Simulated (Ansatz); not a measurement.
Relaxation of SiO$_{2}$

Theory: DFT r2SCAN, scalar-relativistic, plane waves, PAW in Ansatz. Run with 500 eV cutoff, 6×6×4 k-mesh, Gaussian smearing of 0.02 eV, no spin polarisation.

What was changed: biaxial strain in the a-b plane, c and atoms relaxed: -3.0 %.

Command:

```bash
ansatz run input.yaml --threads 1 --pin off --max-ram 2560MiB --backend cpu --events-out ev --progress --plain --runs-dir out
```

Input:

```yaml
crystal:
  lattice:
    - [4.8003187254, 0.0, 0.0]
    - [0.0, 4.8003187254, 0.0]
    - [0.0, 0.0, 7.4495743588]
  atoms:
    - { symbol: Si, position: [0.0, 0.0, 0.0] }
    - { symbol: Si, position: [0.0, 0.5, 0.25] }
    - { symbol: Si, position: [0.5, 0.5, 0.5] }
    - { symbol: Si, position: [0.5, 0.0, 0.75] }
    - { symbol: O, position: [0.106834843, 0.25, 0.125] }
    - { symbol: O, position: [0.25, 0.606834843, 0.375] }
    - { symbol: O, position: [0.75, 0.393165157, 0.375] }
    - { symbol: O, position: [0.893165157, 0.75, 0.125] }
    - { symbol: O, position: [0.606834843, 0.75, 0.625] }
    - { symbol: O, position: [0.75, 0.106834843, 0.875] }
    - { symbol: O, position: [0.25, 0.893165157, 0.875] }
    - { symbol: O, position: [0.393165157, 0.25, 0.625] }
basis:
  ecutwfc: 500
kpoints:
  mp_grid: { grid: [6, 6, 4] }
hamiltonian:
  xc: r2scan
scf:
  occupations: { method: gaussian, width: 0.02 }
output:
  forces: true
  stress: true
  eigenvalues: true
relax:
  adjacent_minimum: "off"
  f_tol: 0.008
  max_steps: 40
  cell: { stress_tol: 0.015, fix: [a, b, gamma] }
```

F is the free energy. Steps run on the plane waves of an earlier cell, but the last one, and at times one on the way, on a freshly chosen basis, so a repeated geometry can differ a little in energy. The held parts of the cell keep their stress, so P needn't end at zero.

Steps:

```csv
step,F − F(1) (eV),largest force component (eV/Å),V (Å³/atom),P (GPa)
1,0.0000,0.258,14.305,3.51
2,-0.0124,0.194,14.336,2.63
3,-0.0273,0.044,14.369,0.75
4,-0.0311,0.014,14.335,0.53
5,-0.0364,0.003,14.215,0.83
6,-0.0365,0.000,14.205,0.83
7,-0.0360,0.000,14.205,0.84
```

Relaxed structure:

```xyz
12
Lattice="4.8003 0.0000 0.0000 0.0000 4.8003 0.0000 0.0000 0.0000 7.3975" Properties=species:S:1:pos:R:3 pbc="T T T"
Si    0.0000    0.0000    0.0000
Si    0.0000    2.4002    1.8494
Si    2.4002    2.4002    3.6988
Si    2.4002    0.0000    5.5481
O     0.5540    1.2001    0.9247
O     1.2001    2.9541    2.7741
O     3.6002    1.8462    2.7741
O     4.2464    3.6002    0.9247
O     2.9541    3.6002    4.6234
O     3.6002    0.5540    6.4728
O     1.2001    4.2464    6.4728
O     1.8462    1.2001    4.6234
```

The structure is tetragonal, space group I-42d (No. 122). The conventional cell has a = 4.800 Å, b = 4.800 Å, c = 7.398 Å, α = 90.00°, β = 90.00°, γ = 90.00°. Around Si (site symmetry -4) lie 4 O at 1.61 Å. O (site symmetry 2) is surrounded by 2 Si at 1.61 Å.

The run converged. The run took 4 min on 1 thread of Arm Neoverse V2, on a shared host, peak memory 0.74 GiB.